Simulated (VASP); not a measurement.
# GaAs (F-43m) in VASP: notebook, part 2 of 2

VASP 6.6.1. The steps go on from the part before.

## Step 4: Band structure, LDA

This run uses another cell than the first one, of 22.16 Å³/atom, 0.933 times its volume.

Contents of POSCAR:

```
GaAs                                    
1.0
    0.0000000000      2.8090145517      2.8090145517
    2.8090145517     -0.0000000000      2.8090145517
    2.8090145517      2.8090145517     -0.0000000000
  Ga              As            
     1     1
Direct
     0.0000000000000000    0.0000000000000000    0.0000000000000000
     0.7500000000000000    0.7500000000000000    0.7500000000000000
```

Contents of INCAR.step1:

```
SYSTEM = GaAs
PREC     = Accurate       ! precision mode
ENCUT    = 300            ! plane-wave cutoff, eV
EDIFF    = 1E-7           ! SCF threshold, eV
ISMEAR   = 0              ! smearing method
SIGMA    = 0.02           ! smearing width, eV
LREAL    = .False.        ! projectors in reciprocal space
LASPH    = .True.         ! aspherical terms in the spheres
NELM     = 100            ! most SCF steps
ALGO     = Normal         ! electronic algorithm
ISIF     = 2              ! what is computed and relaxed
LWAVE    = .False.        ! write WAVECAR
LCHARG   = .True.         ! write CHGCAR
GGA      = CA             ! functional
```

Contents of KPOINTS.step1:

```
Automatic mesh
0
Gamma
  4 4 4
  0 0 0
```

Contents of INCAR.step2:

```
SYSTEM = GaAs
PREC     = Accurate       ! precision mode
ENCUT    = 300            ! plane-wave cutoff, eV
EDIFF    = 1E-7           ! SCF threshold, eV
ISMEAR   = 0              ! smearing method
SIGMA    = 0.05           ! smearing width, eV
LREAL    = .False.        ! projectors in reciprocal space
LASPH    = .True.         ! aspherical terms in the spheres
NELM     = 100            ! most SCF steps
ALGO     = Normal         ! electronic algorithm
ISIF     = 2              ! what is computed and relaxed
LWAVE    = .False.        ! write WAVECAR
LCHARG   = .False.        ! write CHGCAR
GGA      = CA             ! functional
ICHARG   = 11             ! starting density
```

Contents of KPOINTS.step2:

```
path GXWKGLUWLK,UX
20
line-mode
reciprocal
 0.0000000000  0.0000000000  0.0000000000  G
 0.5000000000  0.0000000000  0.5000000000  X

 0.5000000000  0.0000000000  0.5000000000  X
 0.5000000000  0.2500000000  0.7500000000  W

 0.5000000000  0.2500000000  0.7500000000  W
 0.3750000000  0.3750000000  0.7500000000  K

 0.3750000000  0.3750000000  0.7500000000  K
 0.0000000000  0.0000000000  0.0000000000  G

 0.0000000000  0.0000000000  0.0000000000  G
 0.5000000000  0.5000000000  0.5000000000  L

 0.5000000000  0.5000000000  0.5000000000  L
 0.6250000000  0.2500000000  0.6250000000  U

 0.6250000000  0.2500000000  0.6250000000  U
 0.5000000000  0.2500000000  0.7500000000  W

 0.5000000000  0.2500000000  0.7500000000  W
 0.5000000000  0.5000000000  0.5000000000  L

 0.5000000000  0.5000000000  0.5000000000  L
 0.3750000000  0.3750000000  0.7500000000  K

 0.6250000000  0.2500000000  0.6250000000  U
 0.5000000000  0.0000000000  0.5000000000  X
```

Potentials or basis: VASP PAW LDA potentials, release 64 (Ga_d, As).

Launch:

```bash
$ cat potpaw_LDA.64/Ga_d/POTCAR potpaw_LDA.64/As/POTCAR > POTCAR
$ cp INCAR.step1 INCAR
$ cp KPOINTS.step1 KPOINTS
$ mpirun -np 1 vasp_std > vasp.out
$ cp INCAR.step2 INCAR
$ cp KPOINTS.step2 KPOINTS
$ mpirun -np 1 vasp_std > vasp.out
```

It took 43 s on 1 thread of AMD EPYC 7R43 (Zen 3), shared host; peak memory 0.13 GiB.

It converged, with:

* Band gap on the k mesh: 0.46 eV, direct
* Band gap along the path: 0.46 eV, direct

Levels at the corners of the path, in eV from the valence-band top:
```tsv
point	band 7	band 8	band 9	band 10	band 11	band 12
Γ	0.00	0.00	0.00	0.46	3.64	3.64
X	-7.00	-2.77	-2.77	1.27	1.51	10.17
X	-7.00	-2.77	-2.77	1.27	1.51	10.17
W	-6.80	-3.67	-3.49	4.62	4.62	5.32
W	-6.80	-3.67	-3.49	4.62	4.62	5.32
K	-6.80	-4.01	-2.34	1.80	4.56	7.90
K	-6.80	-4.01	-2.34	1.80	4.56	7.90
Γ	0.00	0.00	0.00	0.46	3.64	3.64
Γ	0.00	0.00	0.00	0.46	3.64	3.64
L	-6.82	-1.18	-1.18	0.89	4.55	4.55
L	-6.82	-1.18	-1.18	0.89	4.55	4.55
U	-6.80	-4.01	-2.34	1.80	4.56	7.90
U	-6.80	-4.01	-2.34	1.80	4.56	7.90
W	-6.80	-3.67	-3.49	4.62	4.62	5.32
W	-6.80	-3.67	-3.49	4.62	4.62	5.32
L	-6.82	-1.18	-1.18	0.89	4.55	4.55
L	-6.82	-1.18	-1.18	0.89	4.55	4.55
K	-6.80	-4.01	-2.34	1.80	4.56	7.90
U	-6.80	-4.01	-2.34	1.80	4.56	7.90
X	-7.00	-2.77	-2.77	1.27	1.51	10.17
```

Caveat: the k mesh is coarse (spacing up to 0.48 Å⁻¹), so the values aren't converged; the cutoff is under 1.25 times the usual one of these potentials, so pressure, stress and relaxed cells hold a basis-set (Pulay) error; the log is that of the step along the path at fixed density, whose energy, stress, charges and moments have no meaning.

## Step 5: Band structure, PBEsol

This run uses another cell than the first one, of 23.07 Å³/atom, 0.971 times its volume.

Contents of INCAR:

```
SYSTEM = GaAs
ALGO     = Normal         ! electronic algorithm
EDIFF    = 1E-6           ! SCF threshold, eV
ENCUT    = 520            ! plane-wave cutoff, eV
GGA      = PS             ! functional
ISIF     = 2              ! what is computed and relaxed
ISMEAR   = 0              ! smearing method
LASPH    = .TRUE.         ! aspherical terms in the spheres
LCHARG   = .FALSE.        ! write CHGCAR
LREAL    = .FALSE.        ! projectors in reciprocal space
LWAVE    = .FALSE.        ! write WAVECAR
NELM     = 80             ! most SCF steps
PREC     = Accurate       ! precision mode
SIGMA    = 0.02           ! smearing width, eV
```

Contents of KPOINTS:

```
k-points
0
G
  3 3 3
  0 0 0
```

Contents of POSCAR:

```
GaAs                                    
1.0
    0.0000000000      2.8466248469      2.8466248469
    2.8466248469      0.0000000000      2.8466248469
    2.8466248469      2.8466248469      0.0000000000
  Ga              As            
     1     1
Direct
     0.0000000000000000    0.0000000000000000    0.0000000000000000
     0.7500000000000000    0.7500000000000000    0.7500000000000000
```

Contents of KPOINTS_OPT:

```
path GXWKGLUWLK,UX
20
line-mode
reciprocal
 0.0000000000  0.0000000000  0.0000000000  G
 0.5000000000  0.0000000000  0.5000000000  X

 0.5000000000  0.0000000000  0.5000000000  X
 0.5000000000  0.2500000000  0.7500000000  W

 0.5000000000  0.2500000000  0.7500000000  W
 0.3750000000  0.3750000000  0.7500000000  K

 0.3750000000  0.3750000000  0.7500000000  K
 0.0000000000  0.0000000000  0.0000000000  G

 0.0000000000  0.0000000000  0.0000000000  G
 0.5000000000  0.5000000000  0.5000000000  L

 0.5000000000  0.5000000000  0.5000000000  L
 0.6250000000  0.2500000000  0.6250000000  U

 0.6250000000  0.2500000000  0.6250000000  U
 0.5000000000  0.2500000000  0.7500000000  W

 0.5000000000  0.2500000000  0.7500000000  W
 0.5000000000  0.5000000000  0.5000000000  L

 0.5000000000  0.5000000000  0.5000000000  L
 0.3750000000  0.3750000000  0.7500000000  K

 0.6250000000  0.2500000000  0.6250000000  U
 0.5000000000  0.0000000000  0.5000000000  X
```

Potentials or basis: VASP PAW PBE potentials, release 64 (Ga_d, As).

Launch:

```bash
$ cat potpaw_PBE.64/Ga_d/POTCAR potpaw_PBE.64/As/POTCAR > POTCAR
$ mpirun -np 1 vasp_std > vasp.out
```

Wall time 49 s (1 thread of Intel Xeon Platinum 8488C (Sapphire Rapids), shared host); peak memory 0.16 GiB.

Results (log left out):

```
Free energy             : -8.4923 eV
Pressure                : 0.1 GPa
Band gap on the k mesh  : 0.26 eV, direct
Band gap along the path : 0.27 eV, direct
```

Levels at the corners of the path, in eV from the valence-band top:
```csv
point,band 5,band 6,band 7,band 8,band 9,band 10,band 11,band 12,band 13
Γ,-14.81,-12.61,0.00,0.00,0.00,0.27,3.59,3.59,3.59
X,-14.80,-10.15,-6.83,-2.66,-2.66,1.31,1.52,9.91,9.91
X,-14.80,-10.15,-6.83,-2.66,-2.66,1.31,1.52,9.91,9.91
W,-14.81,-10.09,-6.65,-3.52,-3.34,4.46,4.58,5.19,5.87
W,-14.81,-10.09,-6.65,-3.52,-3.34,4.46,4.58,5.19,5.87
K,-14.80,-10.19,-6.65,-3.84,-2.25,1.81,4.48,7.71,7.86
K,-14.80,-10.19,-6.65,-3.84,-2.25,1.81,4.48,7.71,7.86
Γ,-14.81,-12.61,0.00,0.00,0.00,0.27,3.59,3.59,3.59
Γ,-14.81,-12.61,0.00,0.00,0.00,0.27,3.59,3.59,3.59
L,-14.81,-10.88,-6.63,-1.14,-1.14,0.81,4.49,4.49,7.51
L,-14.81,-10.88,-6.63,-1.14,-1.14,0.81,4.49,4.49,7.51
U,-14.80,-10.19,-6.65,-3.84,-2.25,1.81,4.48,7.71,7.86
U,-14.80,-10.19,-6.65,-3.84,-2.25,1.81,4.48,7.71,7.86
W,-14.81,-10.09,-6.65,-3.52,-3.34,4.46,4.58,5.19,5.87
W,-14.81,-10.09,-6.65,-3.52,-3.34,4.46,4.58,5.19,5.87
L,-14.81,-10.88,-6.63,-1.14,-1.14,0.81,4.49,4.49,7.51
L,-14.81,-10.88,-6.63,-1.14,-1.14,0.81,4.49,4.49,7.51
K,-14.80,-10.19,-6.65,-3.84,-2.25,1.81,4.48,7.71,7.86
U,-14.80,-10.19,-6.65,-3.84,-2.25,1.81,4.48,7.71,7.86
X,-14.80,-10.15,-6.83,-2.66,-2.66,1.31,1.52,9.91,9.95
```

Caveat: the k mesh is coarse (spacing up to 0.64 Å⁻¹), so the values aren't converged; the PAW data sets were made with another functional, which shifts forces and pressure a little. PBEsol gaps usually lie below the measured ones, often by a third to a half.

## Step 6: Band structure, r2SCAN

This run uses another cell than the first one, of 22.75 Å³/atom, 0.957 times its volume.

Contents of INCAR:

```
SYSTEM = GaAs
PREC = Accurate
ENCUT = 520
EDIFF = 1E-6
ISMEAR = 0
SIGMA = 0.02
LREAL = .FALSE.
LASPH = .TRUE.
NELM = 80
ALGO = Normal
ISIF = 2
LWAVE = .FALSE.
LCHARG = .FALSE.
METAGGA = R2SCAN
LMIXTAU = .TRUE.
NBANDS = 16
```

Contents of KPOINTS:

```
Automatic mesh
0
G
  8 8 8
  0 0 0
```

Contents of POSCAR:

```
GaAs                                    
1.0
   -0.0000000000      2.8336428622      2.8336428622
    2.8336428622      0.0000000000      2.8336428622
    2.8336428622      2.8336428622      0.0000000000
  Ga              As            
     1     1
Direct
     0.0000000000000000    0.0000000000000000    0.0000000000000000
     0.7500000000000000    0.7500000000000000    0.7500000000000000
```

KPOINTS_OPT: that of step 5 with these lines changed.

```diff
@@ -1,3 +1,3 @@
 path GXWKGLUWLK,UX
-20
+10
 line-mode
```

Potentials or basis: VASP PAW PBE potentials, release 64 (Ga_d, As).

Launch:

```bash
$ cat potpaw_PBE.64/Ga_d/POTCAR potpaw_PBE.64/As/POTCAR > POTCAR
$ mpirun -np 1 vasp_std > vasp.out
```

It took 6.1 min on 1 thread of AMD EPYC 7R43 (Zen 3), shared host; peak memory 0.14 GiB.

The run converged. Its results:

| Property | Result |
| --- | --- |
| Free energy | -27.0533 eV |
| Pressure | 0.1 GPa |
| Band gap on the k mesh | 0.94 eV, direct |
| Band gap along the path | 0.94 eV, direct |

Levels at the corners of the path, in eV from the valence-band top:
```
point  band 7  band 8  band 9  band 10  band 11  band 12
    Γ    0.00    0.00    0.00     0.94     4.04     4.04
    X   -6.96   -2.75   -2.75     1.77     1.95    10.80
    X   -6.96   -2.75   -2.75     1.77     1.95    10.80
    W   -6.77   -3.61   -3.40     4.98     5.06     5.88
    W   -6.77   -3.61   -3.40     4.98     5.06     5.88
    K   -6.76   -3.93   -2.32     2.28     5.01     8.50
    K   -6.76   -3.93   -2.32     2.28     5.01     8.50
    Γ    0.00    0.00    0.00     0.94     4.04     4.04
    Γ    0.00    0.00    0.00     0.94     4.04     4.04
    L   -6.78   -1.17   -1.17     1.34     4.98     4.98
    L   -6.78   -1.17   -1.17     1.34     4.98     4.98
    U   -6.76   -3.93   -2.32     2.28     5.01     8.50
    U   -6.76   -3.93   -2.32     2.28     5.01     8.50
    W   -6.77   -3.61   -3.40     4.98     5.06     5.88
    W   -6.77   -3.61   -3.40     4.98     5.06     5.88
    L   -6.78   -1.17   -1.17     1.34     4.98     4.98
    L   -6.78   -1.17   -1.17     1.34     4.98     4.98
    K   -6.76   -3.93   -2.32     2.28     5.01     8.50
    U   -6.76   -3.93   -2.32     2.28     5.01     8.50
    X   -6.96   -2.75   -2.75     1.77     1.95    10.80
```

Caveat: the PAW data sets were made with another functional, which shifts forces and pressure a little.

## Step 7: Band structure, r2SCAN

This run uses another cell than the first one, of 22.75 Å³/atom, 0.957 times its volume.

Contents of INCAR:

```
PREC = Accurate ; ENCUT = 520
EDIFF = 1E-6 ; ISMEAR = 0
SIGMA = 0.02 ; LREAL = F
LASPH = T ; NELM = 80
ALGO = Normal ; ISIF = 2
LWAVE = F ; LCHARG = F
METAGGA = R2SCAN ; LMIXTAU = T
NBANDS = 16
```

Contents of KPOINTS:

```
Automatic mesh
0
Gamma
  8 8 8
```

Contents of POSCAR:

```
GaAs                                    
1.0
    0.0000000000      2.8336428620      2.8336428620
    2.8336428620      0.0000000000      2.8336428620
    2.8336428620      2.8336428620      0.0000000000
  Ga              As            
     1     1
Direct
     0.0000000000000000    0.0000000000000000    0.0000000000000000
     0.7500000000000000    0.7500000000000000    0.7500000000000000
```

KPOINTS_OPT: that of step 6 with these lines changed.

```diff
@@ -1,3 +1,3 @@
 path GXWKGLUWLK,UX
-10
+15
 line-mode
```

Launch:

```bash
$ cat potpaw_PBE.64/Ga_d/POTCAR potpaw_PBE.64/As/POTCAR > POTCAR
$ mpirun -np 1 vasp_std > vasp.out
```

It took 2.4 min on 1 thread of Intel Xeon 6975P-C (Granite Rapids), shared host; peak memory 0.18 GiB.

Results (log left out):

```
Free energy             : -27.0533 eV
Pressure                : 0.1 GPa
Band gap on the k mesh  : 0.94 eV, direct
Band gap along the path : 0.94 eV, direct
```

Levels at the corners of the path, in eV from the valence-band top:
```
point  band 5  band 6  band 7  band 8  band 9  band 10  band 11  band 12  band 13  band 14
    Γ  -15.14  -13.16    0.00    0.00    0.00     0.94     4.04     4.04     4.04     8.22
    X  -15.12  -10.56   -6.96   -2.75   -2.75     1.77     1.95    10.80    10.80    11.68
    X  -15.12  -10.56   -6.96   -2.75   -2.75     1.77     1.95    10.80    10.80    11.68
    W  -15.13  -10.50   -6.77   -3.61   -3.40     4.98     5.06     5.88     6.48    11.77
    W  -15.13  -10.50   -6.77   -3.61   -3.40     4.98     5.06     5.88     6.48    11.77
    K  -15.13  -10.60   -6.76   -3.93   -2.32     2.28     5.01     8.50     8.55     9.22
    K  -15.13  -10.60   -6.76   -3.93   -2.32     2.28     5.01     8.50     8.55     9.22
    Γ  -15.14  -13.16    0.00    0.00    0.00     0.94     4.04     4.04     4.04     8.22
    Γ  -15.14  -13.16    0.00    0.00    0.00     0.94     4.04     4.04     4.04     8.22
    L  -15.13  -11.33   -6.78   -1.17   -1.17     1.34     4.98     4.98     8.28    11.08
    L  -15.13  -11.33   -6.78   -1.17   -1.17     1.34     4.98     4.98     8.28    11.08
    U  -15.13  -10.60   -6.76   -3.93   -2.32     2.28     5.01     8.50     8.55     9.22
    U  -15.13  -10.60   -6.76   -3.93   -2.32     2.28     5.01     8.50     8.55     9.22
    W  -15.13  -10.50   -6.77   -3.61   -3.40     4.98     5.06     5.88     6.48    11.77
    W  -15.13  -10.50   -6.77   -3.61   -3.40     4.98     5.06     5.88     6.48    11.77
    L  -15.13  -11.33   -6.78   -1.17   -1.17     1.34     4.98     4.98     8.28    11.08
    L  -15.13  -11.33   -6.78   -1.17   -1.17     1.34     4.98     4.98     8.28    11.08
    K  -15.13  -10.60   -6.76   -3.93   -2.32     2.28     5.01     8.50     8.55     9.22
    U  -15.13  -10.60   -6.76   -3.93   -2.32     2.28     5.01     8.50     8.55     9.22
    X  -15.12  -10.56   -6.96   -2.75   -2.75     1.77     1.95    10.80    10.80    11.68
```

Caveat: the PAW data sets were made with another functional, which shifts forces and pressure a little.

## Step 8: Summary

```tsv
level	potentials or basis	cell	k mesh	cutoff (eV)	mesh quality	gap on the mesh (eV)	pressure (GPa)
PBE	VASP PAW PBE potentials, release 64 (Ga_d, As)	F-43m, 23.77 Å³/atom	8 × 8 × 8	520	not flagged	0.14	0.0
LDA	VASP PAW LDA potentials, release 64 (Ga_d, As)	F-43m, 22.16 Å³/atom	4 × 4 × 4	300	coarse	0.46	-
PBEsol	VASP PAW PBE potentials, release 64 (Ga_d, As)	F-43m, 23.07 Å³/atom	3 × 3 × 3	520	coarse	0.26	0.1
r2SCAN	VASP PAW PBE potentials, release 64 (Ga_d, As)	F-43m, 22.75 Å³/atom	8 × 8 × 8	520	not flagged	0.94	0.1
```

Alike in all rows: task band structure; no spin polarisation; smearing gaussian 0.02 eV.

Caveats: some runs use coarse meshes; the PAW data sets were made with another functional, which shifts forces and pressure a little (some runs); the cutoff is under 1.25 times the usual one of these potentials, so pressure, stress and relaxed cells hold a basis-set (Pulay) error (some runs).

Absolute energies hang on the potentials; compare differences alone.

## Step 9: Comparison with measurements

Step 2. Against the measured gap of GaAs, 1.418 eV (direct; 300 K; “Evidence of valence band perturbations in GaAsN/GaAs(001): A combined variable-angle spectroscopic ellipsometry and modulated photoreflectance investigation”, 2008, arxiv:0805.2212), the calculated 0.14 eV is off by -1.27 eV. So large a miss can be the level of theory's own, or it may mean another phase, state or a wrong row. 3 values of this kind are on record (1.412 to 1.51 eV); this one was drawn at random among those near their median, those with a stated uncertainty first. Spin-orbit coupling on As, Ga is left out. The value is that of PBE, without temperature or zero-point motion. Semilocal functionals fall short of measured gaps as a rule. The cell is a database's relaxed one, not the measured one, which moves gaps too.

Step 6. A measured gap of GaAs is 1.412 eV (direct; 300 K; “Evidence of valence band perturbations in GaAsN/GaAs(001): A combined variable-angle spectroscopic ellipsometry and modulated photoreflectance investigation”, 2008, arxiv:0805.2212); the calculated 0.94 eV misses it by -0.47 eV. 3 values of this kind are on record (1.412 to 1.51 eV); this one was drawn at random among those near their median, those with a stated uncertainty first. Spin-orbit coupling on As, Ga is left out. The value is that of r2SCAN, without temperature or zero-point motion. The cell is a database's relaxed one, not the measured one, which moves gaps too.

Step 7. Against the measured gap of GaAs, 1.412 eV (direct; 300 K; “Evidence of valence band perturbations in GaAsN/GaAs(001): A combined variable-angle spectroscopic ellipsometry and modulated photoreflectance investigation”, 2008, arxiv:0805.2212), the calculated 0.94 eV is off by -0.47 eV. 3 values of this kind are on record (1.412 to 1.51 eV); this one was drawn at random among those near their median, those with a stated uncertainty first. Spin-orbit coupling on As, Ga is left out. The value is that of r2SCAN, without temperature or zero-point motion. The cell is a database's relaxed one, not the measured one, which moves gaps too.
